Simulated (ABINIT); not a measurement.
# CdF2 (Fm-3m) in ABINIT: one-shot levels of the hybrid PBE0-1/3 with PBE

Aim: the one-shot levels of the hybrid PBE0-1/3 of CdF2 with PBE.

Everything below comes from runs of ABINIT 10.8.3 (patched build). Logs are shortened: lines on timing, memory, paths and dates and some standing lists are left out, and cuts for length are marked. The log counts tension as positive stress, the text compression.

**1. The crystal as given**

The structure is cubic, space group Fm-3m (No. 225). The conventional cell has a = 5.388 Å, b = 5.388 Å, c = 5.388 Å, α = 90.00°, β = 90.00°, γ = 90.00°. Around Cd (site symmetry m-3m) lie 8 F at 2.33 Å. Around F (site symmetry -43m) lie 4 Cd at 2.33 Å.

**2. One-shot levels of the hybrid PBE0-1/3, PBE**

run.abi reads:

```
# Datasets
ndtset 3

# Pseudopotentials
pp_dirpath "./"
pseudos "48_Cd_20_2.2_2.3_pbe_n_v1.0.psp8, 09_F_7_1.5_1.5_pbe_n_v1.0.psp8"

# Structure
acell 3*1.0
rprim
     0.0000000000     5.0909221797     5.0909221797
     5.0909221797     0.0000000000     5.0909221797
     5.0909221797     5.0909221797     0.0000000000
ntypat 2
znucl 48 9
natom 3
typat 1 2 2
xred
            0.0            0.0            0.0
            3/4            3/4            3/4
            1/4            1/4            1/4

# Plane-wave basis
ecut 40.0

# k points
kptopt 1
ngkpt 6 6 6
nshiftk 1
shiftk 0.0 0.0 0.0
istwfk *1

# Exchange and correlation
ixc 11

# Bands and occupations
occopt 1

# SCF cycle
nstep 80
diemac 6.0

# Output
iomode 3
prteig 0
prtebands 0

# Dataset 1: ground state
nband1 17
tolvrs1 1.0e-12
prtden1 1
prtwf1 0

# Dataset 2: empty bands at fixed density
iscf2 -2
getden2 1
nband2 29
nbdbuf2 4
tolwfr2 1.0e-12
nstep2 120
prtden2 0

# Dataset 3: self-energy
optdriver3 4
getwfk3 2
nband3 25
ecutsigx3 40.0
ecutwfn3 40.0
symsigma3 1
gwcalctyp3 15
ixc_sigma3 42
getden3 1
fftgw3 01
gw_qprange3 -21
```

Potentials or basis: SPMS NC PBE v1.0.

On the command line:

```console
abinit run.abi > log 2>&1
```

run.abo:

```text
.Version 10.8.3 of ABINIT
 DATASET    1 : space group Fm -3 m (#225); Bravais cF (face-center cubic)
================================================================================
 Values of the parameters that define the memory need for DATASET  1.
     intxc =       0    ionmov =       0      iscf =       7    lmnmax =       6
     lnmax =       6     mgfft =      45  mpssoang =       3    mqgrid =    3001
     natom =       3  nloc_mem =       1    nspden =       1   nspinor =       1
    nsppol =       1      nsym =      48    n1xccc =    2501    ntypat =       2
    occopt =       1   xclevel =       2
       mpw =        3250          nfft =       91125          nkpt =          16
================================================================================
================================================================================
[... 13 lines left out ...]
 DATASET    3 : space group Fm -3 m (#225); Bravais cF (face-center cubic)
================================================================================
 Values of the parameters that define the memory need for DATASET  3.
     intxc =       0    ionmov =       0      iscf =       7    lmnmax =       6
     lnmax =       6     mgfft =      45  mpssoang =       3    mqgrid =    3001
     natom =       3  nloc_mem =       1    nspden =       1   nspinor =       1
    nsppol =       1      nsym =      48    n1xccc =    2501    ntypat =       2
    occopt =       1   xclevel =       2
       mpw =        3250          nfft =       91125          nkpt =          16
================================================================================
================================================================================

--------------------------------------------------------------------------------
------------- Echo of variables that govern the present computation ------------
--------------------------------------------------------------------------------
 -outvars: echo values of preprocessed input variables --------
            acell      1.0000000000E+00  1.0000000000E+00  1.0000000000E+00 Bohr
              amu      1.12411000E+02  1.89984032E+01
           diemac      6.00000000E+00
             ecut      4.00000000E+01 Hartree
         ecutsigx1     0.00000000E+00 Hartree
         ecutsigx2     0.00000000E+00 Hartree
         ecutsigx3     4.00000000E+01 Hartree
          ecutwfn1     0.00000000E+00 Hartree
          ecutwfn2     0.00000000E+00 Hartree
          ecutwfn3     4.00000000E+01 Hartree
            fftgw1         21
            fftgw2         21
            fftgw3          1
           getden1          0
           getden2          1
           getden3          1
           getwfk1          0
           getwfk2          0
           getwfk3          2
        gwcalctyp1          0
        gwcalctyp2          0
        gwcalctyp3         15
       gw_qprange1          0
       gw_qprange2          0
       gw_qprange3        -21
             iscf1          7
             iscf2         -2
             iscf3          7
              ixc          11
        ixc_sigma1          1
        ixc_sigma2          1
        ixc_sigma3         42
           jdtset        1    2    3
                       outvar_i_n : Printing only first  50 k-points.
         kptrlatt        6    0    0      0    6    0      0    0    6
          kptrlen      4.31979071E+01
            natom           3
            nband1         17
            nband2         29
            nband3         25
          nbandhf          17
           nbdbuf1          0
           nbdbuf2          4
           nbdbuf3          0
           ndtset           3
            ngfft          45      45      45
             nkpt          16
           nkpthf         216
          npwsigx1          0
          npwsigx2          0
          npwsigx3       3143
            nstep1         80
            nstep2        120
            nstep3         80
             nsym          48
           ntypat           2
        optdriver1          0
        optdriver2          0
        optdriver3          4
           prtden1          1
           prtden2          0
           prtden3          1
        prtebands           0
           prteig           0
            prtwf1          0
            prtwf2          1
            prtwf3          1
            rprim      0.0000000000E+00  5.0909221797E+00  5.0909221797E+00
                       5.0909221797E+00  0.0000000000E+00  5.0909221797E+00
                       5.0909221797E+00  5.0909221797E+00  0.0000000000E+00
          spgroup         225
           tolvrs1     1.00000000E-12
           tolvrs2     0.00000000E+00
           tolvrs3     0.00000000E+00
           tolwfr1     0.00000000E+00
           tolwfr2     1.00000000E-12
           tolwfr3     0.00000000E+00
            typat      1  2  2
          usefock1          0
          usefock2          0
          usefock3          1
[... 301 lines left out ...]
 mkfilename : getden/=0, take file _DEN from output of DATASET   1.

 Exchange-correlation functional for the present dataset will be:
  GGA: Perdew-Burke-Ernzerhof functional - ixc=11
  J.P.Perdew, K.Burke, M.Ernzerhof, PRL 77, 3865 (1996)

 SIGMA: Calculation of the GW corrections

 Based on a program developped by R.W. Godby, V. Olevano, G. Onida, and L. Reining.
 Incorporated in ABINIT by V. Olevano, G.-M. Rignanese, and M. Torrent.

 Real(R)+Recip(G) space primitive vectors, cartesian coordinates (Bohr,Bohr^-1):
 R(1)=  0.0000000  5.0909222  5.0909222  G(1)= -0.0982140  0.0982140  0.0982140
 R(2)=  5.0909222  0.0000000  5.0909222  G(2)=  0.0982140 -0.0982140  0.0982140
 R(3)=  5.0909222  5.0909222  0.0000000  G(3)=  0.0982140  0.0982140 -0.0982140
 Unit cell volume ucvol=  2.6388784E+02 bohr^3
 Angles (23,13,12)=  6.00000000E+01  6.00000000E+01  6.00000000E+01 degrees

--- Pseudopotential description ------------------------------------------------
- pspini: atom type   1  psp file is ./48_Cd_20_2.2_2.3_pbe_n_v1.0.psp8
  48.00000  20.00000    210704                znucl, zion, pspdat
    8   11    2    4       600   0.00000      pspcod,pspxc,lmax,lloc,mmax,r2well
    5.99000000000000    6.00000000000000    0.00000000000000   rchrg,fchrg,qchrg
     nproj     2     2     2
     extension_switch     1

- pspini: atom type   2  psp file is ./09_F_7_1.5_1.5_pbe_n_v1.0.psp8
   9.00000   7.00000    211015                znucl, zion, pspdat
    8   11    2    4       600   0.00000      pspcod,pspxc,lmax,lloc,mmax,r2well
    5.99000000000000    2.50000000000000    0.00000000000000   rchrg,fchrg,qchrg
     nproj     2     2     1
     extension_switch     1

--------------------------------------------------------------------------------

 ==== K-mesh for the wavefunctions ====
 Number of points in the irreducible wedge :    16
 Reduced coordinates and weights :

     1)     0.00000000E+00  0.00000000E+00  0.00000000E+00       0.00463
     2)     1.66666667E-01  0.00000000E+00  0.00000000E+00       0.03704
     3)     3.33333333E-01  0.00000000E+00  0.00000000E+00       0.03704
     4)     5.00000000E-01  0.00000000E+00  0.00000000E+00       0.01852
   [... 12 further points ...]

 Together with 48 symmetry operations and time-reversal symmetry
 yields   216 points in the full Brillouin Zone.

 ==== Q-mesh for screening function ====
 Number of points in the irreducible wedge :    16
 Reduced coordinates and weights :

     1)     0.00000000E+00  0.00000000E+00  0.00000000E+00       0.00463
     2)     1.66666667E-01  0.00000000E+00  0.00000000E+00       0.03704
     3)     3.33333333E-01  0.00000000E+00  0.00000000E+00       0.03704
     4)     5.00000000E-01  0.00000000E+00  0.00000000E+00       0.01852
   [... 12 further points ...]

 Together with 48 symmetry operations and time-reversal symmetry
 yields   216 points in the full Brillouin Zone.

 vcoul_init : cutoff-mode = AUXILIARY_FUNCTION
 q-points for optical limit:   1
     1)      0.000010    0.000020    0.000030
 Number of electrons calculated from density =   34.0000; Expected =   34.0000
 average of density, n =  0.128843
 r_s =    1.2282
 omega_plasma =   34.6246 [eV]

 rdqps: reading QP wavefunctions of the previous step
        looking for file runi_DS3_QPS
 file not found, 1st iteration initialized with KS eigenelements

 Number of electrons calculated from density =   34.0000; Expected =   34.0000
 average of density, n =  0.128843
 r_s =    1.2282
 omega_plasma =   34.6246 [eV]

--------------------------------------------------------------------------------

 QP results after the unitary transformation in the KS subspace:

  Number of electrons    =   34.0000

  QP Band energy    [Ha] = -2.28094602163729E+01
  QP Hartree energy [Ha] =  6.04989236277664E+01

--------------------------------------------------------------------------------

 === KS Band Gaps ===
  >>>> For spin  1
   Minimum direct gap =   3.6412 [eV], located at k-point      :   0.0000  0.0000  0.0000
   Fundamental gap    =   3.1508 [eV], Top of valence bands at :  -0.3333  0.5000  0.1667
                                       Bottom of conduction at :   0.0000  0.0000  0.0000
 SIGMA fundamental parameters:
 Hartree-Fock
 number of plane-waves for SigmaX                 3143
 number of plane-waves for SigmaC and W              1
 number of plane-waves for wavefunctions          3143
 number of bands                                    25
 number of independent spin polarizations            1
 number of spinorial components                      1
 number of k-points in IBZ                          16
 number of q-points in IBZ                          16
 number of symmetry operations                      48
 number of k-points in BZ                          216
 number of q-points in BZ                          216
 number of frequencies for dSigma/dE                 1
 frequency step for dSigma/dE [eV]                0.00
 number of omega for Sigma on real axis              0
 max omega for Sigma on real axis  [eV]           0.00
 zcut for avoiding poles [eV]                     0.10

 matrix elements of self-energy operator (all in [eV])

 Self-Consistent on Energies only

--- !SelfEnergy_ee
iteration_state: {dtset: 3, }
kpoint     : [   0.000,    0.000,    0.000, ]
spin       : 1
KS_gap     :    3.641
QP_gap     :    7.335
Delta_QP_KS:    3.694
data: !SigmaeeData |
     Band     E_DFT   <VxcDFT>   E(N-1)  <Hhartree>   SigX  SigC[E(N-1)]    Z     dSigC/dE  Sig[E(N)]  DeltaE  E(N)_pert E(N)_diago
        1   -96.251   -32.377   -96.251   -86.099   -18.405     0.000     1.000     0.000   -18.405    -8.253  -104.504  -104.504
        2   -57.269   -30.931   -57.269   -47.509   -15.989     0.000     1.000     0.000   -15.989    -6.229   -63.498   -63.498
        3   -57.269   -30.931   -57.269   -47.509   -15.989     0.000     1.000     0.000   -15.989    -6.229   -63.498   -63.498
        4   -57.269   -30.931   -57.269   -47.509   -15.989     0.000     1.000     0.000   -15.989    -6.229   -63.498   -63.498
        5   -18.352   -22.548   -18.352   -11.319   -12.463     0.000     1.000     0.000   -12.463    -5.431   -23.782   -23.782
        6   -17.249   -23.915   -17.249    -9.760   -12.919     0.000     1.000     0.000   -12.919    -5.430   -22.679   -22.679
[... 557 lines left out ...]
       24    23.025   -11.621    23.025    26.374    -1.820     0.000     1.000     0.000    -1.820     1.529    24.554    24.554
       25    23.721   -10.107    23.721    26.558    -1.398     0.000     1.000     0.000    -1.398     1.439    25.160    25.160
...

 New Fermi energy :        1.075846E-01 Ha ,    2.927525E+00 eV
 New Exchange energy :    -7.459533E+00 Ha ,   -2.029842E+02 eV

 === QP Band Gaps ===
  >>>> For spin  1
   Minimum direct gap =   7.3353 [eV], located at k-point      :   0.0000  0.0000  0.0000
   Fundamental gap    =   6.8442 [eV], Top of valence bands at :  -0.3333  0.5000  0.1667
                                       Bottom of conduction at :   0.0000  0.0000  0.0000

 writing QP data on file : runo_DS3_QPS

 Convergence of QP corrections
 >>>>> For spin  1 <<<<<

== END DATASET(S) ==============================================================
================================================================================

 -outvars: echo values of variables after computation  --------
            acell      1.0000000000E+00  1.0000000000E+00  1.0000000000E+00 Bohr
           etotal1    -2.1713462735E+02
           etotal3     0.0000000000E+00
            fcart1    -3.0853147191E-29  1.3222777368E-29  1.3222777368E-29
                       5.5094905699E-29 -3.3056943419E-29 -1.9834166052E-29
                      -2.4241758508E-29  1.9834166052E-29  6.6113886839E-30
            fcart3     0.0000000000E+00  0.0000000000E+00  0.0000000000E+00
                       0.0000000000E+00  0.0000000000E+00  0.0000000000E+00
                       0.0000000000E+00  0.0000000000E+00  0.0000000000E+00
            rprim      0.0000000000E+00  5.0909221797E+00  5.0909221797E+00
                       5.0909221797E+00  0.0000000000E+00  5.0909221797E+00
                       5.0909221797E+00  5.0909221797E+00  0.0000000000E+00
           strten1    -1.7230575938E-04 -1.7230575938E-04 -1.7230575938E-04
                       0.0000000000E+00  0.0000000000E+00  0.0000000000E+00
           strten3     0.0000000000E+00  0.0000000000E+00  0.0000000000E+00
                       0.0000000000E+00  0.0000000000E+00  0.0000000000E+00
           xangst      0.0000000000E+00  0.0000000000E+00  0.0000000000E+00
                       4.0409999972E+00  4.0409999972E+00  4.0409999972E+00
                       1.3469999991E+00  1.3469999991E+00  1.3469999991E+00
             xred      0.0000000000E+00  0.0000000000E+00  0.0000000000E+00
                       7.5000000000E-01  7.5000000000E-01  7.5000000000E-01
                       2.5000000000E-01  2.5000000000E-01  2.5000000000E-01
 Calculation completed.
```

Run time: 13 min. Hardware: 1 thread of Intel Xeon Platinum 8488C (Sapphire Rapids), shared host; peak memory 0.79 GiB.

What came out:

| Item | Value |
| --- | --- |
| Band gap on the k mesh | 3.15 eV, indirect (least direct gap 3.64 eV) |
| Band gap of the one-shot hybrid | 6.84 eV |
| Direct band gap of the one-shot hybrid | 7.34 eV |
